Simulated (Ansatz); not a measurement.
# Lattice vibrations of BN at Γ at 40 GPa

Level of theory: Ansatz, DFT PBE, scalar-relativistic, plane waves, PAW. Cutoff 420 eV, 12×12×12 k-points (Γ-centred), fixed occupations. No spin polarisation. Phonons by linear response, acoustic sum rule imposed.

The cell, relaxed at 40 GPa:
```
CELL_PARAMETERS angstrom
1.24317 0.71775 2.03013
-1.24317 0.71775 2.03013
0.00000 -1.43549 2.03013
ATOMIC_POSITIONS crystal
B 0.04121 0.04121 0.04121
N 0.29122 0.29122 0.29122
```

Other phases may be more stable at this pressure.

Optical modes at Γ (transverse, no macroscopic field); i marks an imaginary frequency:
| frequency (THz) | degeneracy | IR intensity of the level ((D/Å)²/amu) |
| --- | --- | --- |
| 34.39 | 1 | 13.24 |
| 34.39 | 2 | 26.48 |

All 3 optical modes at Γ are real: no displacement of atoms at fixed cell lowers the energy to second order. Strains and modes at other wave vectors aren't tested by this run.

```
Electronic dielectric constant ε∞ (principal values) : 4.53
Static dielectric constant ε0 (principal values)     : 6.5
Refractive index √ε∞, mean                           : 2.13
Kohn–Sham gap on the mesh                            : 4.55 eV
Cost                                                 : 23 s on 1 thread of Arm Neoverse V2, on a shared host, peak memory 0.42 GiB
```

Born effective charges (e):
```tsv
atom	Z*xx	Z*yy	Z*zz	mean
B (atom 1)	1.87	1.87	1.87	1.87
N (atom 2)	-1.87	-1.87	-1.87	-1.87
```